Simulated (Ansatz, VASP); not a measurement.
**Two plane-wave programs on BN**

File INCAR:

```
  PREC = Accurate
  ENCUT = 520
  EDIFF = 1E-6
  ISMEAR = 0
  SIGMA = 0.02
  LREAL = F
  LASPH = T
  NELM = 100
  ALGO = Fast
  ISIF = 2
  LWAVE = F
  LCHARG = T
  GGA = PE
  LELF = T
  LVHAR = T
  NBANDS = 11
```

File KPOINTS:

```
Automatic mesh
0
Gamma
  14 14 14
```

POSCAR

```
BN
1.0
    2.4230434170      0.0501608185      0.0183839400
   -1.1609351161      2.0617884433      0.0157576932
   -0.6088989323     -1.0213967732      2.9582873340
B N
1 1
Direct
    0.9820814349      0.9716235979     -0.0149051105
    0.6660675651      0.3442604021      1.0017101105
```

Input for Ansatz:

```yaml
crystal:
  lattice:
    - [2.423043417, 0.0501608185, 0.01838394]
    - [-1.1609351161, 2.0617884433, 0.0157576932]
    - [-0.6088989323, -1.0213967732, 2.958287334]
  atoms:
    - { symbol: B, position: [0.9820814349, 0.9716235979, -0.0149051105] }
    - { symbol: "N", position: [0.6660675651, 0.3442604021, 1.0017101105] }
basis:
  ecutwfc: 420
kpoints:
  mp_grid: { grid: [14, 14, 14] }
hamiltonian:
  xc: pbe
scf:
  occupations: { method: gaussian, width: 0.02 }
output:
  forces: true
  stress: true
  eigenvalues: true
  populations: true
```

Alike in both runs: task single point; functional PBE; k mesh 14 × 14 × 14; occupations gaussian, width 0.02 eV; no spin polarisation.

```csv
,VASP,Ansatz
version,VASP 6.6.1,Ansatz 0.2.0
potentials or method,"VASP PAW PBE potentials, release 64 (B, N)","scalar-relativistic, plane waves, PAW"
plane-wave cutoff (eV),520,420
valence electrons in the cell,8,8
```

Ansatz gave:

```
gap on the k mesh at the Fermi level (eV)       : 3.53
least direct gap on the mesh (eV)               : 4.72
pressure (GPa)                                  : 42.5
largest component of the traceless stress (GPa) : 36.34
rms of the force components (eV/Å)              : 2.370
```

Task: Estimate VASP's values.

Result: gap on the k mesh at the Fermi level (eV): 3.51; least direct gap on the mesh (eV): 4.72; pressure (GPa): 42.6; largest component of the traceless stress (GPa): 36.47; rms of the force components (eV/Å): 2.363.

Atom by atom the forces differ by 0.008 eV/Å (rms over components).

Caveats: so large a pressure means that the cell lies far from this level's equilibrium, or that cutoff or potentials fall short (VASP); forces of over 1 eV/Å show positions far from the minimum, so gaps and moduli don't describe the material at rest. A k mesh can miss the band edges.
